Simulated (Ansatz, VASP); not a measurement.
# One calculation of FeO, two programs

The input INCAR:

```
ALGO = Normal
EDIFF = 1E-6
ENCUT = 520
GGA = PE
ISIF = 2
ISMEAR = -1
ISPIN = 2
LASPH = T
LCHARG = F
LMAXMIX = 4
LORBIT = 11
LREAL = F
LWAVE = F
MAGMOM = 3 0
NBANDS = 18
NELM = 150
PREC = Accurate
SIGMA = 0.05
```

The input KPOINTS:

```
k-points
0
Gamma
  10 10 10
```

The input POSCAR:

```
FeO
1.0
    0.0000000000      2.3818830800      2.3818830800
    2.3818830800      0.0000000000      2.3818830800
    2.3818830800      2.3818830800      0.0000000000
Fe O
1 1
Direct
    0.0000000000      0.0000000000      0.0000000000
    0.2500000000      0.2500000000      0.2500000000
```

File input.yaml:

```yaml
crystal:
  lattice:
    - [0.0, 2.38188308, 2.38188308]
    - [2.38188308, 0.0, 2.38188308]
    - [2.38188308, 2.38188308, 0.0]
  atoms:
    - { symbol: Fe, position: [0.0, 0.0, 0.0], spin: 3.0 }
    - { symbol: O, position: [0.25, 0.25, 0.25] }
hamiltonian:
  xc: pbe
  pseudopotentials: { kind: paw }
magnetization:
  spin_polarized: true
kpoints:
  mp_grid: { grid: [10, 10, 10] }
scf:
  occupations: { method: fermi_dirac, width: 0.05 }
output:
  forces: true
  stress: true
  eigenvalues: true
```

The cell comes from a database or a generator and needn't be the stable form of this composition.

Alike in both runs: task single point; functional PBE; k mesh 10 × 10 × 10; occupations fermi-dirac, width 0.05 eV; collinear spin.

|  | VASP | Ansatz |
| --- | --- | --- |
| version | VASP 6.6.1 | Ansatz 0.2.0 |
| potentials or method | VASP PAW PBE potentials, release 64 (Fe, O) | Ansatz PAW |
| plane-wave cutoff (eV) | 520 | 420 |
| valence electrons in the cell | 14 | 22 |

|  | VASP | Ansatz | Ansatz less VASP |
| --- | --- | --- | --- |
| gap on the k mesh at the Fermi level (eV) | none | none | - |
| pressure (GPa) | -11.8 | -11.9 | -0.13 |
| net moment per atom (μB) | 2.01 | 2.01 | +0.003 |
| size of the moment on the site where the two differ most (μB) | 3.62 | 3.38 | -0.236 |

Site moments also hang on the region over which each program counts them. A gap of «none» marks a metal or a gap that the smearing closes. The two sets of potentials don't hold the same shells in valence.

Caveats: a cell with one magnetic atom can't hold antiferromagnetic order, which such compounds often take; semilocal functionals often make such compounds metallic where correlation or magnetic order opens a gap, which also shifts bond lengths; the pressure holds a Pulay correction of +0.5 GPa for the finite cutoff (Ansatz).
